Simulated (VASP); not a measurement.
Write the native input for VASP 6.6.1 that does the following.

| Property | Result |
| --- | --- |
| Task | relaxation of cell and atoms |
| Functional | PBEsol |
| Dispersion | D3(BJ) |
| Potentials or basis | VASP PAW PBE potentials, release 64 (As) |
| Cutoff | 250 eV |
| k mesh | 10 × 10 × 8 |
| Occupations | gaussian, width 0.02 eV |
| Spin | no spin polarisation |
| Further INCAR settings | ALGO = Normal; EDIFF = 1e-07; IBRION = 2; EDIFFG = -0.002; NSW = 80; ISIF = 3 |

The structure of As lies in POSCAR:

```
As                                      
1.0
    1.8637093818     -5.2819498005      0.0000000000
    1.8637093818      5.2819498005     -0.0000000000
    0.0000000000      0.0000000000      4.0948176829
  As            
     4
Direct
     0.1157730423538998    0.8842269576461005    0.0468799049795829
     0.6157730423538995    0.3842269576461002    0.4531200950204171
     0.8842269576461005    0.1157730423538998    0.9531200950204171
     0.3842269576461002    0.6157730423538995    0.5468799049795829
```

This isn't the form of As at room conditions, which is rhombohedral.

These files were run (other wordings do the same):

INCAR

```
ALGO = Normal ; EDIFF = 1E-7
EDIFFG = -0.002 ; ENCUT = 250
GGA = PS ; IBRION = 2
ISIF = 3 ; ISMEAR = 0
IVDW = 12 ; KPAR = 4
LASPH = True ; LCHARG = False
LREAL = False ; LWAVE = False
NELM = 100 ; NSW = 80
PREC = Accurate ; SIGMA = 0.02
```

KPOINTS

```
k-points
0
Gamma
  10 10 8
```

Potentials or basis: VASP PAW PBE potentials, release 64 (As).

Command:

```console
$ cat potpaw_PBE.64/As/POTCAR > POTCAR
$ mpirun -np 4 vasp_std > vasp.out
```

Results of the run:

```
Relaxed volume                         : 20.13 Å³/atom
Relaxed cell                           : a = 5.600 Å, b = 5.600 Å, c = 4.090 Å, α = 90.00°, β = 90.00°, γ = 141.10°
Space group after relaxing (to 0.05 Å) : Cmce (No. 64)
Energy gained by relaxing              : 0.0 meV/atom
Ionic steps                            : 7
Pressure after relaxing                : 0.0 GPa
Band gap on the k mesh                 : none (metal or under the smearing width)
Dispersion energy per atom             : -0.393 eV
```

Caveat: the cutoff is under 1.25 times the usual one of these potentials, so pressure, stress and relaxed cells hold a basis-set (Pulay) error; the PAW data sets were made with another functional, which shifts forces and pressure a little; pairwise dispersion overbinds metals, which lowers pressure and volume.

Run time: 28 s on 4 MPI ranks on Intel(R) Xeon(R) 6975P-C (Granite Rapids), on a shared host, peak memory 0.19 GiB a rank.
